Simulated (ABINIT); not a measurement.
# A GW chain in ABINIT: BAs (F-43m), part 3 of 3

How does a plane-wave GW calculation on BAs (F-43m) run from the first input to the gap?

ABINIT 10.8.3; PBE and many-body steps on it, plane waves. Known limits of the many-body steps: not at the basis limit; no spin-orbit coupling; coarse k mesh.

So far. Step 4 (Empty states on the mesh, 4×4×4 mesh, 82 bands): On this mesh the gap is 1.453 eV. The earlier step found 1.208 eV, so this mesh misses an edge. Step 5 (Screening, 4×4×4 mesh, 74 bands, screening to 163.3 eV): Local fields lower ε∞ by 9 %. On a Γ-centred mesh this coarse the value itself is usually too large, while a short band sum pulls it down.

**6. Self-energy, 4×4×4 mesh, 74 bands, screening to 163.3 eV**

The self-energy is evaluated for the states that the input lists, and the levels follow from it, in one-shot runs by the linearised quasiparticle equation.

This step: G0W0 on PBE, plane waves, norm-conserving pseudopotentials.

run.abi

```
acell 3*1.0 Angstrom
rprim 
  -0.000000000000 2.388500000000 2.388500000000
  2.388500000000 -0.000000000000 2.388500000000
  2.388500000000 2.388500000000 -0.000000000000
ntypat 2
znucl 5 33
natom 2
typat 1 2
xred 
  0.000000000000 0.000000000000 0.000000000000
  0.250000000000 0.250000000000 0.250000000000
pp_dirpath "pseudos"
pseudos "B.upf, As.upf"
ecut 44
ngkpt 4 4 4
nshiftk 1
shiftk 0 0 0
kptopt 1
chksymbreak 0
istwfk *1
occopt 1
irdwfk 1
optdriver 4
nband 74
gwcalctyp 0
ecutsigx 44
symsigma 1
nkptgw 2
kptgw 
  0.0000000000 0.0000000000 0.0000000000
  0.5000000000 0.5000000000 0.0000000000
bdgw 
  11 16
  12 15
ecuteps 6
irdscr 1
ppmodel 1
indata_prefix "in"
outdata_prefix "out"
tmpdata_prefix "tmp"
```

Launch:

```
> OMP_NUM_THREADS=1 mpirun -n 4 abinit run.abi > log
```

Numbers of over 12 decimals in the logs are rounded to 6 here.

What it wrote:

```text
.Version 10.8.3 of ABINIT. v10.8.2 released Aug 2026.

 Symmetries : space group F-4 3 m (#216); Bravais cF (face-center cubic)
[... echo of the input left out ...]
== DATASET  1 ==================================================================
-   mpi_nproc: 4, omp_nthreads: 1 (-1 if OMP is not activated)

--- !DatasetInfo
iteration_state: {dtset: 1, }
dimensions: {natom: 2, nkpt: 8, mband: 74, nsppol: 1, nspinor: 1, nspden: 1, mpw: 2637, }
cutoff_energies: {ecut:  44.0, pawecutdg:  -1.0, }
electrons: {nelect:   2.60000000E+01, charge:   0.00000000E+00, occopt:   1.00000000E+00, tsmear:   1.00000000E-02, }

 SIGMA: Calculation of the GW corrections

 Based on a program developped by R.W. Godby, V. Olevano, G. Onida, and L. Reining.
 Incorporated in ABINIT by V. Olevano, G.-M. Rignanese, and M. Torrent.
.Using double precision arithmetic ; gwpc =  8

[... cell and pseudopotentials left out ...]
--------------------------------------------------------------------------------

 ==== K-mesh for the wavefunctions ====
 Number of points in the irreducible wedge :     8
[... list of points left out ...]
 Together with 24 symmetry operations and time-reversal symmetry
 yields    64 points in the full Brillouin Zone.

 ==== Q-mesh for screening function ====
 Number of points in the irreducible wedge :     8
[... list of points left out ...]
 Together with 24 symmetry operations and time-reversal symmetry
 yields    64 points in the full Brillouin Zone.

 vcoul_init : cutoff-mode = AUXILIARY_FUNCTION
 q-points for optical limit:   1
     1)      0.000010    0.000020    0.000030
 setmesh: FFT mesh size selected  =    40x   40x   40
          total number of points  =        64000

 Number of electrons calculated from density =   26.0000; Expected =   26.0000
 average of density, n =  0.141374
 r_s =    1.1908
 omega_plasma =   36.2695 [eV]

 === KS Band Gaps ===
  >>>> For spin  1
   Minimum direct gap =   3.2894 [eV], located at k-point      :   0.0000  0.0000  0.0000
   Fundamental gap    =   1.4532 [eV], Top of valence bands at :   0.0000  0.0000  0.0000
                                       Bottom of conduction at :   0.5000  0.5000  0.0000
 SIGMA fundamental parameters:
 PLASMON POLE MODEL  1
 number of plane-waves for SigmaX                 2637
 number of plane-waves for SigmaC and W            137
 number of plane-waves for wavefunctions          2637
 number of bands                                    74
 number of independent spin polarizations            1
 number of spinorial components                      1
 number of k-points in IBZ                           8
 number of q-points in IBZ                           8
 number of symmetry operations                      24
 number of k-points in BZ                           64
 number of q-points in BZ                           64
 number of frequencies for dSigma/dE                 9
 frequency step for dSigma/dE [eV]                0.25
 number of omega for Sigma on real axis              0
 max omega for Sigma on real axis  [eV]           0.00
 zcut for avoiding poles [eV]                     0.10

 EPSILON^-1 parameters (SCR file):
 dimension of the eps^-1 matrix on file            137
 dimension of the eps^-1 matrix used               137
 number of plane-waves for wavefunctions          2637
 number of bands                                    74
 number of q-points in IBZ                           8
 number of frequencies                               2
 number of real frequencies                          1
 number of imag frequencies                          1

 matrix elements of self-energy operator (all in [eV])

 Perturbative Calculation

--- !SelfEnergy_ee
iteration_state: {dtset: 1, }
kpoint     : [   0.000,    0.000,    0.000, ]
spin       : 1
KS_gap     :    3.289
QP_gap     :    4.107
Delta_QP_KS:    0.818
data: !SigmaeeData |
     Band     E0 <VxcDFT>   SigX SigC(E0)      Z dSigC/dE  Sig(E)    E-E0       E
       11   7.999 -14.202 -15.766   1.108   0.808  -0.238 -14.571  -0.369   7.630
       12   7.999 -14.202 -15.766   1.108   0.808  -0.238 -14.571  -0.369   7.630
       13   7.999 -14.202 -15.766   1.108   0.808  -0.238 -14.571  -0.369   7.630
       14  11.288 -13.050  -8.192  -4.304   0.811  -0.233 -12.601   0.450  11.738
       15  11.288 -13.050  -8.192  -4.304   0.811  -0.233 -12.601   0.450  11.738
       16  11.288 -13.050  -8.192  -4.304   0.811  -0.233 -12.601   0.450  11.738

--- !SelfEnergy_ee
iteration_state: {dtset: 1, }
kpoint     : [   0.500,    0.500,    0.000, ]
spin       : 1
KS_gap     :    5.527
QP_gap     :    6.257
Delta_QP_KS:    0.730
data: !SigmaeeData |
     Band     E0 <VxcDFT>   SigX SigC(E0)      Z dSigC/dE  Sig(E)    E-E0       E
       12   3.925 -13.089 -16.266   2.372   0.794  -0.259 -13.729  -0.640   3.286
       13   3.925 -13.089 -16.266   2.372   0.794  -0.259 -13.729  -0.640   3.286
       14   9.452 -11.147  -6.839  -4.197   0.818  -0.223 -11.056   0.090   9.542
       15   9.457 -11.350  -6.931  -4.217   0.821  -0.218 -11.184   0.166   9.623

== END DATASET(S) ==============================================================
================================================================================

 -outvars: echo values of variables after computation  --------
           etotal      0.0000000000E+00
            nband          74
             nkpt           8
          spgroup         216
 [... the other variables as echoed above ...]

 Calculation completed.
```

Run time: 4.8 s. Hardware: 4 MPI ranks of Arm Neoverse V1, shared host; peak memory 0.54 GiB; 19 s of CPU time.

Numbers from this step:

* G0W0 gap on the points computed: 1.912 eV
* starting gap on the mesh: 1.453 eV
* k of the valence top: 0, 0, 0
* k of the conduction bottom: 0.5, 0.5, 0
* Z at the valence top: 0.808
* Z at the conduction bottom: 0.818
* least direct G0W0 gap on the computed points: 4.108 eV

The gap on the mesh goes from 1.45 eV to 1.91 eV, a correction of +0.46 eV. The start differs from the 1.21 eV found before because the two sample other k points.

Limits: finite bands, cutoff and mesh; no spin-orbit coupling; coarse k mesh. v1 is the top filled band, c1 the lowest empty one. Levels before and after the correction, in eV, zero at the valence-band top of each column:

```
           conduction bottom  valence top
Kohn-Sham               1.45         0.00
     G0W0               1.91         0.00
```

```
                       level  energy (eV)
Kohn-Sham            Γ v3-v1        0.000
Kohn-Sham            Γ c1-c3        3.289
Kohn-Sham  (0.5 0.5 0) v2-v1       -4.073
Kohn-Sham     (0.5 0.5 0) c1        1.453
Kohn-Sham     (0.5 0.5 0) c2        1.458
     G0W0            Γ v3-v1        0.000
     G0W0            Γ c1-c3        4.108
     G0W0  (0.5 0.5 0) v2-v1       -4.344
     G0W0     (0.5 0.5 0) c1        1.912
     G0W0     (0.5 0.5 0) c2        1.993
```

**7. Where the time went**

Times are wall times on 4 MPI ranks of Arm Neoverse V1, shared host, good to a factor of about two.

```
                          step   time  share  memory (GiB)
                  ground state   16 s   21 %           0.3
bands along the symmetry lines   13 s   17 %          0.28
      empty states on the mesh   29 s   39 %           1.6
                     screening   12 s   16 %          0.54
                   self-energy  4.8 s    6 %          0.54
```

**8. Results**

| Property | Result |
| --- | --- |
| PBE gap | 1.21 eV, indirect |
| G0W0 gap on the mesh | 1.91 eV |
| G0W0 gap over the zone (rigid shift) | 1.67 eV |
| GW settings | 4×4×4 mesh, 74 bands, screening to 163.3 eV, Godby-Needs plasmon pole |
| known limits | not at the basis limit; no spin-orbit coupling; coarse k mesh |

What this shows: G0W0 moves the gap on the mesh from 1.45 eV to 1.91 eV (+0.46 eV), with Z of 0.81 and 0.82 at the edges. The mesh misses the band edges by 0.25 eV in all; a rigid shift gives 1.67 eV for the zone. Local fields lower the RPA ε∞ on this mesh from 15.29 to 13.98; a Γ-centred mesh this coarse tends to raise both, most where the direct gap is narrow, while a short band sum lowers them. Only 2 of the mesh's irreducible points were corrected, so a valley elsewhere could overtake. The dearest step here is «empty states on the mesh». Against experiment, by G0W0@PBE: the direct gap of 4.11 eV lies −0.01 eV from the measured 4.12 eV (direct, 300 K, 2019); the gap of 1.67 eV lies −0.15 eV from the measured 1.82 eV (indirect, 300 K, 2019); the gap of 1.67 eV lies −0.35 eV from the measured 2.02 eV (indirect, 300 K, 2019). An exciton line or allowed optical edge lies below the quasiparticle gap by the binding energy; a forbidden edge can push the onset above it. The calculation has static nuclei and no excitons; a measured gap holds zero-point and thermal motion, which mostly lowers it. Bands and cutoff are finite, so the gap is not at the basis limit. The miss can reach some tenths of an eV and take either sign; the mesh is an error of its own. In the G0W0 run levels were corrected at 2 k points alone, so a gap called «on the mesh» is the least over those, and an edge elsewhere would be missed. A denser mesh or path gives a starting gap of 1.21 eV: the GW mesh misses a band edge, so its gaps are not the fundamental one. The 4×4×4 mesh is coarse for this cell, which bears on the long-range parts of exchange and screening. The many-body steps are scalar-relativistic: spin-orbit coupling is not in them.

[Paths, hosts, dates, memory and timing lines, banners, echoed tables and standing remarks are left out of the program output.]

[Logs are printed without paths, hosts, clocks, repeated set-up lines and the standing remarks that a program may print on its own settings, such as how far it seeks lower states.]

[Runs of the session that timed out or met a known fault of the program may be left out.]

[Hosts, paths, dates, database ids (printed as entryN), source tags and the programs' standing remarks are cut or masked in the printed files.]

[G0W0 gaps are taken among the corrected bands and points alone; a level outside them can change the order at an edge.]

[Where Ansatz stands beside ABINIT at settings called matched, ABINIT's density can come from a denser mesh and the files from another edition; pairs whose starting gaps differed by over 0.03 eV were left out, so agreement reads better than it is.]
